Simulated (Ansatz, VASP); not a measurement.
## One calculation of BP, two programs

```xyz
10
Lattice="3.1962 0.0000 0.0000 -1.5981 2.7680 0.0000 0.0000 0.0000 16.0913" Properties=species:S:1:pos:R:3 pbc="T T T"
P     0.0000    0.0000    2.5000
P     0.0000    1.8454    5.1097
P     1.5981    0.9227    7.7194
P     0.0000    0.0000   10.3292
P     0.0000    1.8454   12.9389
B     0.0000    1.8454    3.1524
B     1.5981    0.9227    5.7622
B     0.0000    0.0000    8.3719
B     0.0000    1.8454   10.9816
B     1.5981    0.9227   13.5913
```

Alike in both runs: task single point; functional PBEsol; k mesh 9 × 9 × 1; occupations gaussian, width 0.05 eV; no spin polarisation.

|  | VASP | Ansatz |
| --- | --- | --- |
| version | VASP 6.6.1 | Ansatz 0.2.0 |
| potentials or method | VASP PAW PBE potentials, release 64 (P, B) | scalar-relativistic, plane waves, PAW |
| plane-wave cutoff (eV) | 520 | 420 |
| valence electrons in the cell | 40 | 40 |

Ansatz gave:

```
gap on the k mesh at the Fermi level (eV)  : none
rms of the force components (eV/Å)         : 0.647
work function, face that differs most (eV) : 5.09
```

**Question.** Which values does VASP return?

**Answer.** gap on the k mesh at the Fermi level (eV): none; rms of the force components (eV/Å): 0.645; work function, face that differs most (eV): 3.25.

A gap of «none» marks a metal or a gap that the smearing closes. One of these differences is far larger than is usual between the two programs; its cause wasn't traced. Ansatz warned: «net_force_over_tolerance».

Caveats: the PAW data sets were made with another functional, which shifts forces and pressure a little (VASP).
